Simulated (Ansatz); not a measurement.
Zincblende GaN, relaxed with r2SCAN in Ansatz 0.2.0: the symmetry is F-43m (No. 216, cubic); conventional cell a = 4.498 Å, 11.37 Å³ an atom. Around Ga lie 4 N at 1.95 Å; around N lie 4 Ga at 1.95 Å. It was then strained (epitaxial in the plane normal to [111]), atoms relaxed again within the symmetry left. Unstrained, HSE06 gives 3.005 eV (Γ, 6×6×6 mesh), and the band edges keep their places in every row. The normal direction was relaxed to zero stress. Only one sign of strain is shown, since it lowers the symmetry, and equivalent edge states can then move with another slope on the other side. Stress is positive in compression. No spin polarisation and no zero-point or thermal motion.

Axes as in this cell:
```xyz
2
Lattice="0.0000 2.2490 2.2490 2.2490 0.0000 2.2490 2.2490 2.2490 0.0000" Properties=species:S:1:pos:R:3 pbc="T T T"
Ga    0.0000    0.0000    0.0000
N     1.1245    1.1245    1.1245
```

```tsv
strain (%)	ε	ΔE_g, HSE06 (eV)	Δin-plane stress (σ_xx − σ_xy), r2SCAN (GPa)	Δ(G0W0@PBE gap on 6×6×6)
-4.0	-0.0400	+0.185	+21.24	+0.217
-3.0	-0.0300	+0.172	+15.42	+0.202
-1.5	-0.0150	+0.106	+7.29	+0.126
-1.0	-0.0100	+0.077	+4.79	+0.091
```

Q: Fit ΔE_g = a x + b x² to these rows by least squares, with x = ε.

A: The normal equations take Σx² = 2.825e-03, Σx³ = -9.538e-05, Σx⁴ = 3.431e-06, ΣxΔE = -1.492e-02 and Σx²ΔE = 4.823e-04, and give a = -8.71 eV, b = -101.4 eV; the largest residual is 0.002 eV.

Q: Fit the change of in-plane stress (σ_xx − σ_xy) in the same way.

A: Δin-plane stress (σ_xx − σ_xy) = -460.7 x + (1761) x² GPa. The slope, 461 GPa, is the biaxial modulus of the film.

Q: Predict the withheld row at -2.0 % (x = -0.0200).

A: ΔE_g ≈ -8.71 × (-0.0200) + (-101.4) × (-0.0200)² = +0.134 eV, and Δin-plane stress (σ_xx − σ_xy) ≈ +9.92 GPa. The runs give +0.135 eV and +9.94 GPa, off by +0.001 eV and +0.02 GPa.

Q: Fit the last column too (unstrained value 2.865 eV), and predict it for the withheld row.

A: Δ = -10.33 x + (-122.1) x² eV, which gives +0.158 eV at x = -0.0200; the run gives +0.160 eV. Its slope is 1.19 of HSE06's. G0W0 here is at a finite number of bands, screening cutoff and k mesh, not at the basis limit.

The meshes of the hybrids are coarse, so their gaps aren't converged to the digits shown.

With a shallow d shell on the cation, G0W0 converges slowly in bands and cutoff, so these values are in doubt.
